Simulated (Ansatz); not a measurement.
# Al (Fm-3m) in Ansatz: further runs

One crystal, Al, is run at these levels: PBE, PBEsol, RPBE; tasks: band structure.

Everything below comes from runs of Ansatz 0.2.0. Logs are shortened: lines on timing, memory, paths and dates and some standing lists are left out, and cuts for length are marked.

## 1. The structure

The structure is cubic, space group Fm-3m (No. 225). The conventional cell has a = 4.050 Å, b = 4.050 Å, c = 4.050 Å, α = 90.00°, β = 90.00°, γ = 90.00°. Around Al (site symmetry m-3m) lie 12 Al at 2.86 Å.

## 2. Band structure, PBE

input.yaml reads:

```yaml
crystal:
  lattice:
    - [0.0, 2.024805, 2.024805]
    - [2.024805, 0.0, 2.024805]
    - [2.024805, 2.024805, 0.0]
  atoms:
    - { symbol: Al, position: [0.0, 0.0, 0.0] }
hamiltonian:
  xc: pbe
  pseudopotentials: { kind: paw }
kpoints:
  mp_grid: { grid: [11, 11, 11] }
  band_path:
    path:
      - [[0.0, 0.0, 0.0], [0.5, 0.0, 0.5], [0.5, 0.25, 0.75], [0.375, 0.375, 0.75], [0.0, 0.0, 0.0], [0.5, 0.5, 0.5], [0.625, 0.25, 0.625], [0.5, 0.25, 0.75], [0.5, 0.5, 0.5], [0.375, 0.375, 0.75]]
      - [[0.625, 0.25, 0.625], [0.5, 0.0, 0.5]]
    npoints: 14
scf:
  occupations: { method: fermi_dirac, width: 0.05 }
  n_extra_bands: 6
output:
  forces: true
  stress: true
  eigenvalues: true
  fatbands: true
  write_density: true
  write_potential: true
  elf: true
  volumetric_format: npy
```

Potentials or basis: Ansatz PAW.

Run with:

```sh
$ ansatz run input.yaml --threads 2 --pin off --max-ram 5120MiB --backend cpu --events-out ev --progress --plain --runs-dir out
```

What it wrote:

```text
Warning: RAYON_NUM_THREADS=2 ignored (pool sized by the plan → 2); use --threads N
scf.n_extra_bands = 6 over 2 filled bands (N_el = 3.0): the run solves 8 bands
Engine: ansatz 0.2.0, aarch64-unknown-linux-gnu
Pseudopotentials: kind: paw
Pseudopotential: Al, paw, valence charge 3, recommended cutoff 420 eV (normal), Al.paw.azcp
Functional definition: PBE
  parameter kappa = 0.804
  parameter beta = 0.06672455060314922
  exchange = pbe_x(kappa = kappa, mu = beta*pi^2/3)
  correlation = pbe_c(beta = beta)
Crystal: 1 atoms, lattice volume = 16.603 Å³
Basis set: ecut = 420 eV, 331 PW (Γ), exchange–correlation on 40×40×40 points (8 copies of the dense FFT grid, shifted against one another)
Bands: 8, of which v1, the nominal top of the filled ones, is band 2 counted from 1 (1 counted from 0)
Symmetry: 48 space group operations
Space group: Fm-3m (ITA 225), of the structure as read, at distance tolerance 2.6e-5 Å
k-points: 56 of 1331
Non-local potential: Al, projectors of the file, l = 0: 2, l = 1: 2, l = 2: 1
PAW form: soft (Blöchl's): semilocal exchange-correlation on the pseudo side does not see the compensation charge
PAW one-centre angular grid: Al, 110 points (default); XC on 64 Gauss nodes
Initial density: superposition of atomic densities (neutral atoms: chi_scale 0, normalization atom), corrected by the library's trained network
Initial wavefunctions: pseudopotential atomic-orbital guess
Functional: x = pbe(κ = 0.804, μ = 0.2195149727645171), c = pbe(β = 0.06672455060314922)
SCF iter   1: F=—  HF=-537.512234 eV  |F-HF|=—  |Δ(HF+E_count)|=         —  Δρ=4.78e-4  dr2=1.37e-5  ethr=1.77e-3  ⟨swp⟩=4.7  Hψ=3421  notcnv=0  defer=1
preconditioner: auto → none  [metal: Δε(μ)=0.028 eV  Ē_g=16.387 eV  σ=0.050 eV  W_gap=0.14  n_scr=0 (ndim 8)  ℏωp=15.8 eV  f_vac=0.000  D(μ)=0.55/eV (n_scr^D=0)]
SCF iter   2: F=—  HF=-537.512270 eV  |F-HF|=—  |Δ(HF+E_count)|=   3.60e-5  Δρ=2.46e-4  dr2=3.73e-6  ethr=4.58e-7  ⟨swp⟩=2.1  Hψ=968  notcnv=0  defer=7
iter 3 did not close the SCF: its close was put off for the readings that it lacked (scf_convergence_deferred on its scf_iter line)
SCF iter   3: F=-537.512279 eV  HF=-537.512279 eV  |F-HF|=1.62e-8  |Δ(HF+E_count)|=   8.70e-6  Δρ=1.53e-5  dr2=4.55e-8  ethr=1.24e-7  ⟨swp⟩=1.7  Hψ=417  notcnv=0  defer=7
iter 4 did not close the SCF: its close was put off for the readings that it lacked (scf_convergence_deferred on its scf_iter line)
SCF iter   4: F=-537.512279 eV  HF=-537.512279 eV  |F-HF|=1.77e-9  |Δ(HF+E_count)|=   1.38e-8  Δρ=5.39e-6  dr2=5.49e-9  ethr=1.52e-9  ⟨swp⟩=1.0  Hψ=354  notcnv=0  defer=7
iter 5 did not close the SCF: its close was put off for the readings that it lacked (scf_convergence_deferred on its scf_iter line)
SCF iter   5: F=-537.512279 eV  HF=-537.512279 eV  |F-HF|=4.05e-11  |Δ(HF+E_count)|=   1.53e-9  Δρ=7.60e-7  dr2=1.16e-10  ethr=1.83e-10  ⟨swp⟩=1.0  Hψ=356  notcnv=0  defer=7
SCF iter   6: F=-537.512279 eV  HF=-537.512279 eV  |F-HF|=2.27e-12  |Δ(HF+E_count)|=  3.02e-11  Δρ=1.77e-7  dr2=6.28e-12  ethr=3.87e-12  ⟨swp⟩=5.4  Hψ=1955  notcnv=0
SCF 1 converged in 6 iterations: F = -537.512279 eV  dr2 = 6.28e-12
NSCF: frozen V_eff on 142 k-points
SCF converged after 6 iterations
Free energy (F): -537.512279 eV
Harris-Foulkes:  -537.512279 eV  (|F-HF|=2.27e-12)
Internal energy: -537.508272 eV  (E = F + TS)
E sigma→0 (E₀):  -537.510275 eV
Entropy (-TS):   -0.004007 eV (-4.007 meV/atom)
Fermi energy:    7.890059 eV
--- Per-component energies (eV) ---
  E_band       = 10.419617
  E_kinetic    = 22.656249
  E_local      = 9.795154  (includes V_loc(G=0)·N_el)
  E_nonlocal   = 10.318254
  E_hartree    = 0.101877
  E_xc         = -39.691338
  E_vxc        = -28.903052  (∫ρ·V_xc dr)
  E_paw        = -467.325414  (= ΣΔE_a)
  E_vpaw       = -3.650741  (= ΣTr[D̂ρ^β])
  E_aug_tail   = -0.000002  (compensation charges beyond the density's cutoff)
  E_ewald      = -73.363052
  E_smearing   = -0.004007  (= −TS)
  E_closure    = 0.000000  (closes the sum)
  Σ components = -537.512279   (vs F -537.512279, Δ=0.00e0)
--- Forces (eV/Å), atoms counted from 1 ---
  atom   1  Al    -0.00000000    -0.00000000     0.00000000
  max |Σ_I F_I| component: 3.85e-33 eV/Å
--- Stress (GPa, compression-positive) ---
       -0.423998      -0.000000       0.000000
        0.000000      -0.423998       0.000000
        0.000000       0.000000      -0.423998
  P = ⅓ Tr σ = -0.4240 GPa (-4.240 kbar)
--- Band table (eV; the first three rows and the last of 56) ---
  k-point 0: bands = ["-3.2048", "20.3676", "20.3676", "20.3676", "21.9143", "21.9143", "21.9143", "24.3353"]
  k-point 1: bands = ["-2.9813", "17.5081", "19.7561", "19.7561", "22.5721", "22.8593", "22.8593", "25.9592"]
  k-point 2: bands = ["-2.3128", "13.8857", "19.0421", "19.0421", "22.3394", "23.6403", "23.6403", "25.1286"]
  k-point 55: bands = ["6.4955", "6.7513", "8.1496", "10.0285", "21.7073", "24.5344", "24.7448", "26.6000"]
```

Run time: 0.58 s. Hardware: 2 threads of Arm Neoverse V2, shared host; peak memory 0.24 GiB.

What came out:

```yaml
Free_energy: -537.5123 eV
Pressure: -0.4 GPa
Band_gap_on_the_k_mesh: none (metal or under the smearing width)
```

Levels at the corners of the path, in eV from the Fermi level:
| point | band 1 | band 2 | band 3 | band 4 | band 5 | band 6 |
| --- | --- | --- | --- | --- | --- | --- |
| Γ | -11.09 | 12.48 | 12.48 | 12.48 | 14.02 | 14.02 |
| X | -2.91 | -1.61 | 5.21 | 5.56 | 5.56 | 8.98 |
| W | -0.85 | -0.85 | 0.17 | 1.06 | 15.68 | 15.68 |
| K | -1.88 | -1.36 | -0.42 | 6.52 | 8.13 | 15.55 |
| Γ | -11.09 | 12.48 | 12.48 | 12.48 | 14.02 | 14.02 |
| L | -4.57 | -4.38 | 11.34 | 11.34 | 11.34 | 11.34 |
| U | -1.88 | -1.36 | -0.42 | 6.52 | 8.13 | 15.55 |
| W | -0.85 | -0.85 | 0.17 | 1.06 | 15.68 | 15.68 |
| L | -4.57 | -4.38 | 11.34 | 11.34 | 11.34 | 11.34 |
| K | -1.88 | -1.36 | -0.42 | 6.52 | 8.13 | 15.55 |
| U | -1.88 | -1.36 | -0.42 | 6.52 | 8.13 | 15.55 |
| X | -2.91 | -1.61 | 5.21 | 5.56 | 5.56 | 8.98 |

## 3. Band structure, PBEsol

Edit input.yaml of step 2 so:

```diff
@@ -8,3 +8,3 @@
 hamiltonian:
-  xc: pbe
+  xc: pbesol
   pseudopotentials: { kind: paw }
@@ -24,6 +24,2 @@
   eigenvalues: true
-  fatbands: true
-  write_density: true
-  write_potential: true
-  elf: true
-  volumetric_format: npy
+  fatbands: false
```

Potentials or basis: Ansatz PAW.

Run with:

```sh
$ ansatz run input.yaml --threads 2 --pin off --max-ram 5120MiB --backend cpu --events-out ev --progress --plain --runs-dir out
```

What it wrote:

```text
Warning: RAYON_NUM_THREADS=2 ignored (pool sized by the plan → 2); use --threads N
scf.n_extra_bands = 6 over 2 filled bands (N_el = 3.0): the run solves 8 bands
[... 3 set-up lines as earlier in the session ...]
Functional definition: PBEsol
  exchange = pbesol_x
  correlation = pbesol_c
Crystal: 1 atoms, lattice volume = 16.603 Å³
Basis set: ecut = 420 eV, 331 PW (Γ), exchange–correlation on 40×40×40 points (8 copies of the dense FFT grid, shifted against one another)
Bands: 8, of which v1, the nominal top of the filled ones, is band 2 counted from 1 (1 counted from 0)
[... 2 set-up lines as earlier in the session ...]
k-points: 56 of 1331
[... 2 set-up lines as earlier in the session ...]
PAW frozen core: Al, regenerated for the run's functional, and the local potential with it (the file was generated under x = pbe(κ = 0.804, μ = 0.2195149727645171), c = pbe(β = 0.06672455060314922))
[... 3 set-up lines as earlier in the session ...]
Functional: x = pbesol(κ = 0.804, μ = 0.12345679012345678), c = pbesol(β = 0.046)
SCF iter   1: F=—  HF=-524.555515 eV  |F-HF|=—  |Δ(HF+E_count)|=         —  Δρ=7.39e-4  dr2=4.56e-5  ethr=1.77e-3  ⟨swp⟩=4.7  Hψ=3431  notcnv=0  defer=1
preconditioner: auto → none  [metal: Δε(μ)=0.033 eV  Ē_g=16.367 eV  σ=0.050 eV  W_gap=0.16  n_scr=0 (ndim 8)  ℏωp=15.8 eV  f_vac=0.000  D(μ)=0.54/eV (n_scr^D=0)]
SCF iter   2: F=—  HF=-524.555536 eV  |F-HF|=—  |Δ(HF+E_count)|=   2.07e-5  Δρ=3.72e-4  dr2=1.14e-5  ethr=1.52e-6  ⟨swp⟩=1.9  Hψ=948  notcnv=0  defer=8
iter 3 did not close the SCF: its close was put off for the readings that it lacked (scf_convergence_deferred on its scf_iter line)
SCF iter   3: F=-524.555540 eV  HF=-524.555540 eV  |F-HF|=3.07e-8  |Δ(HF+E_count)|=   3.85e-6  Δρ=1.96e-5  dr2=7.41e-8  ethr=3.80e-7  ⟨swp⟩=1.0  Hψ=355  notcnv=0  defer=8
iter 4 did not close the SCF: its close was put off for the readings that it lacked (scf_convergence_deferred on its scf_iter line)
SCF iter   4: F=-524.555540 eV  HF=-524.555540 eV  |F-HF|=4.22e-9  |Δ(HF+E_count)|=   2.39e-8  Δρ=7.79e-6  dr2=1.12e-8  ethr=2.47e-9  ⟨swp⟩=1.1  Hψ=363  notcnv=0  defer=8
iter 5 did not close the SCF: its close was put off for the readings that it lacked (scf_convergence_deferred on its scf_iter line)
SCF iter   5: F=-524.555540 eV  HF=-524.555540 eV  |F-HF|=1.68e-11  |Δ(HF+E_count)|=   3.87e-9  Δρ=4.85e-7  dr2=4.01e-11  ethr=3.73e-10  ⟨swp⟩=1.0  Hψ=357  notcnv=0  defer=8
SCF iter   6: F=-524.555540 eV  HF=-524.555540 eV  |F-HF|=2.39e-12  |Δ(HF+E_count)|=  1.56e-11  Δρ=1.86e-7  dr2=6.63e-12  ethr=1.34e-12  ⟨swp⟩=3.4  Hψ=1858  notcnv=0
SCF 1 converged in 6 iterations: F = -524.555540 eV  dr2 = 6.63e-12
NSCF: frozen V_eff on 142 k-points
SCF converged after 6 iterations
Free energy (F): -524.555540 eV
Harris-Foulkes:  -524.555540 eV  (|F-HF|=2.39e-12)
Internal energy: -524.551542 eV  (E = F + TS)
E sigma→0 (E₀):  -524.553541 eV
Entropy (-TS):   -0.003997 eV (-3.997 meV/atom)
Fermi energy:    7.828018 eV
--- Per-component energies (eV) ---
  E_band       = 10.245903
  E_kinetic    = 22.712201
  E_local      = 9.662686  (includes V_loc(G=0)·N_el)
  E_nonlocal   = 10.361302
  E_hartree    = 0.101074
  E_xc         = -39.352348
  E_vxc        = -29.092589  (∫ρ·V_xc dr)
  E_paw        = -454.692543  (= ΣΔE_a)
  E_vpaw       = -3.599844  (= ΣTr[D̂ρ^β])
  E_aug_tail   = -0.000003  (compensation charges beyond the density's cutoff)
  E_ewald      = -73.363052
  E_core_change = 0.019139  (= ΣΔE_core)
  E_smearing   = -0.003997  (= −TS)
  E_closure    = 0.000000  (closes the sum)
  Σ components = -524.555540   (vs F -524.555540, Δ=0.00e0)
--- Forces (eV/Å), atoms counted from 1 ---
  atom   1  Al    -0.00000000    -0.00000000     0.00000000
  max |Σ_I F_I| component: 8.22e-33 eV/Å
--- Stress (GPa, compression-positive) ---
       -1.925415       0.000000       0.000000
        0.000000      -1.925415      -0.000000
       -0.000000       0.000000      -1.925415
  P = ⅓ Tr σ = -1.9254 GPa (-19.254 kbar)
--- Band table (eV; the first three rows and the last of 56) ---
  k-point 0: bands = ["-3.2595", "20.2992", "20.2992", "20.2992", "21.8142", "21.8142", "21.8142", "24.3027"]
  k-point 1: bands = ["-3.0361", "17.4384", "19.6810", "19.6810", "22.4934", "22.7646", "22.7646", "25.8719"]
  k-point 2: bands = ["-2.3678", "13.8197", "18.9647", "18.9647", "22.2707", "23.5480", "23.5480", "25.0448"]
  k-point 55: bands = ["6.4359", "6.6947", "8.0830", "9.9633", "21.6317", "24.4406", "24.6701", "26.5124"]
```

bands.tsv:

```text
# k_distance	band_0	band_1	band_2	band_3	band_4	band_5	band_6	band_7
# fermi_ev = 7.828018
# lock_threshold_ev = 1e-6
# [0, 0, 0] at k_distance = 0.000000
# [0.5, 0, 0.5] at k_distance = 1.551553
[... 149 lines left out ...]
9.646265	-2.571003	-1.265383	1.564187	5.861111	7.257428	11.817887	23.373371	24.316601
9.685448	-2.649892	-1.346525	2.051865	5.787596	7.120623	11.256655	23.664844	24.698167
9.724630	-2.718249	-1.417630	2.543538	5.723895	6.975938	10.727174	23.937664	25.060070
9.763813	-2.776078	-1.478221	3.036615	5.670003	6.815170	10.240208	24.186072	25.394831
9.802996	-2.823382	-1.528030	3.527803	5.625917	6.627428	9.810020	24.403529	25.693196
9.842178	-2.860260	-1.566898	4.012376	5.591554	6.400400	9.453592	24.582699	25.944055
9.881361	-2.886426	-1.594716	4.483319	5.567088	6.124763	9.187700	24.717234	26.135842
9.920544	-2.902080	-1.611428	4.925527	5.552399	5.803468	9.024429	24.800770	26.256634
9.959726	-2.907337	-1.617003	5.222239	5.547500	5.547500	8.969547	24.829114	26.297952
```

Run time: 0.54 s. Hardware: 2 threads of Arm Neoverse V2, shared host; peak memory 0.24 GiB.

What came out:

```
Free energy            : -524.5555 eV
Pressure               : -1.9 GPa
Band gap on the k mesh : none (metal or under the smearing width)
```

Levels at the corners of the path, in eV from the Fermi level:
```csv
point,band 1,band 2,band 3,band 4,band 5,band 6,band 7
Γ,-11.09,12.47,12.47,12.47,13.99,13.99,13.99
X,-2.91,-1.62,5.22,5.55,5.55,8.97,24.83
W,-0.84,-0.84,0.16,1.06,15.67,15.67,16.21
K,-1.88,-1.36,-0.42,6.51,8.13,15.53,21.46
Γ,-11.09,12.47,12.47,12.47,13.99,13.99,13.99
L,-4.57,-4.38,11.31,11.31,11.33,11.33,15.10
U,-1.88,-1.36,-0.42,6.51,8.13,15.53,21.46
W,-0.84,-0.84,0.16,1.06,15.67,15.67,16.21
L,-4.57,-4.38,11.31,11.31,11.33,11.33,15.10
K,-1.88,-1.36,-0.42,6.51,8.13,15.53,21.46
U,-1.88,-1.36,-0.42,6.51,8.13,15.53,21.46
X,-2.91,-1.62,5.22,5.55,5.55,8.97,24.83
```

Caveat: the PAW data sets come from PBE, with cores solved anew for the run's functional, which leaves a small shift of forces and pressure.

## 4. Band structure, RPBE

Edit input.yaml of step 3 so:

```diff
@@ -8,3 +8,3 @@
 hamiltonian:
-  xc: pbesol
+  xc: rpbe
   pseudopotentials: { kind: paw }
```

Run with:

```sh
$ ansatz run input.yaml --threads 2 --pin off --max-ram 5120MiB --backend cpu --events-out ev --progress --plain --runs-dir out
```

Wall time 0.53 s (2 threads of Arm Neoverse V2, shared host); peak memory 0.24 GiB.

It converged, with:

| Property | Result |
| --- | --- |
| Free energy | -540.4518 eV |
| Pressure | 1.0 GPa |
| Band gap on the k mesh | none (metal or under the smearing width) |

Levels at the corners of the path, in eV from the Fermi level:
```
point  band 1  band 2  band 3  band 4  band 5  band 6  band 7
    Γ  -11.10   12.50   12.50   12.50   14.14   14.14   14.14
    X   -2.93   -1.59    5.19    5.59    5.59    9.07   25.08
    W   -0.86   -0.86    0.14    1.15   15.72   15.72   16.35
    K   -1.90   -1.38   -0.38    6.55    8.16   15.63   21.64
    Γ  -11.10   12.50   12.50   12.50   14.14   14.14   14.14
    L   -4.60   -4.36   11.36   11.36   11.43   11.43   15.03
    U   -1.90   -1.38   -0.38    6.55    8.16   15.63   21.64
    W   -0.86   -0.86    0.14    1.15   15.72   15.72   16.35
    L   -4.60   -4.36   11.36   11.36   11.43   11.43   15.03
    K   -1.90   -1.38   -0.38    6.55    8.16   15.63   21.64
    U   -1.90   -1.38   -0.38    6.55    8.16   15.63   21.64
    X   -2.93   -1.59    5.19    5.59    5.59    9.07   25.08
```

Caveat: the PAW data sets come from PBE, with cores solved anew for the run's functional, which leaves a small shift of forces and pressure.

## 5. The runs side by side

```tsv
level	gap on the mesh (eV)	pressure (GPa)
PBE	none	-0.4
PBEsol	none	-1.9
RPBE	none	1.0
```

Alike in all rows: task band structure; potentials or basis Ansatz PAW; no spin polarisation; cell as given; k mesh 11 × 11 × 11; cutoff (eV) 420; smearing fermi-dirac 0.05 eV.

Every run on the cell as given and a fine mesh finds a metal. The pressure there spans -1.9 GPa (PBEsol) to 1.0 GPa (RPBE); a positive pressure means that this level wants a larger cell, a negative one a smaller.

Caveats: the PAW data sets come from PBE, with cores solved anew for the run's functional, which leaves a small shift of forces and pressure (some runs).

Absolute energies hang on the potentials; compare differences alone.
